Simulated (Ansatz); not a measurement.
Runs of Ansatz 0.2.0 on GaP. It takes space group F-43m (No. 216, cubic). Conventional cell: a = 5.451 Å, b = 5.451 Å, c = 5.451 Å, α = 90.00°, β = 90.00°, γ = 90.00°. Ga (site symmetry -43m) is surrounded by 4 P at 2.36 Å. Around P (site symmetry -43m) lie 4 Ga at 2.36 Å. 

```csv
task,level,k mesh,cutoff (eV),points for each segment of the path,mesh quality,gap on the mesh (eV),pressure (GPa),V0 of scaled cells (Å³/atom),B0 (GPa)
band structure,B3LYP,5 × 5 × 5,420,4,not flagged,(a),(c),-,-
equation of state,r2SCANh,4 × 4 × 4,500,-,coarse,-,-,20.26,(b)
equation of state,B3LYP,4 × 4 × 4,420,-,coarse,-,-,21.24,77
band structure,r2SCANh,5 × 5 × 5,500,4,not flagged,2.34,-0.2,-,-
```

Alike in all rows: potentials or basis Ansatz PAW; no spin polarisation; cell as given; smearing fermi-dirac 0.05 eV.

Q: Estimate the missing entries.

A: (a) 2.82; (b) 91; (c) 3.9.

Caveats: some runs use coarse meshes; the PAW data sets come from PBE, with cores solved anew for the run's functional, which leaves a small shift of forces and pressure (some runs); the thresholds are loose for stress (some runs); the PAW data sets were made with another functional, which shifts forces and pressure a little (some runs); the potentials were made for another functional, which shifts forces and pressure (some runs).

A k mesh can miss the band edges, and the runs leave out spin-orbit coupling on Ga.
